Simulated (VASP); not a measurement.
Write the native input for VASP 6.6.1 that does the following.

| Quantity | Value |
| --- | --- |
| Task | relaxation of cell and atoms |
| Functional | PBE |
| Potentials or basis | VASP PAW PBE potentials, release 64 (In_d, P) |
| Cutoff | 600 eV |
| k mesh | 8 × 8 × 8 |
| Occupations | gaussian, width 0.03 eV |
| Spin | no spin polarisation |
| Further INCAR settings | ALGO = Normal; EDIFF = 1e-07; IBRION = 2; EDIFFG = -0.005; NSW = 90; ISIF = 3 |

The structure of InP lies in POSCAR:

```
InP                                     
1.0
    0.0000000000      2.9791538216      2.9791538216
    2.9791538216      0.0000000000      2.9791538216
    2.9791538216      2.9791538216      0.0000000000
  In              P             
     1     1
Direct
     0.0000000000000000    0.0000000000000000    0.0000000000000000
     0.2500000000000000    0.2500000000000000    0.2500000000000000
```

These files were run (other wordings do the same):

INCAR

```
ALGO = Normal ; EDIFF = 1E-7
EDIFFG = -0.005 ; ENCUT = 600
GGA = PE ; IBRION = 2
ISIF = 3 ; ISMEAR = 0
LASPH = T ; LCHARG = F
LREAL = F ; LWAVE = F
NELM = 80 ; NSW = 90
PREC = Accurate ; SIGMA = 0.03
```

KPOINTS

```
k-points
0
Gamma
  8 8 8
```

Potentials or basis: VASP PAW PBE potentials, release 64 (In_d, P).

The run is started by

```console
$ cat potpaw_PBE.64/In_d/POTCAR potpaw_PBE.64/P/POTCAR > POTCAR
$ mpirun -np 1 vasp_std > vasp.out
```

It gave:

| Item | Value |
| --- | --- |
| Pressure after relaxing | 0.0 GPa |
| Band gap on the k mesh | 0.44 eV, direct |

Caveat: the relaxation stopped at its first step, so nothing moved; spin-orbit coupling is left out, which moves the levels of the heavy elements.

It took 12 s on 1 thread of Intel(R) Xeon(R) 6975P-C (Granite Rapids) (shared host), peak memory 0.21 GiB.
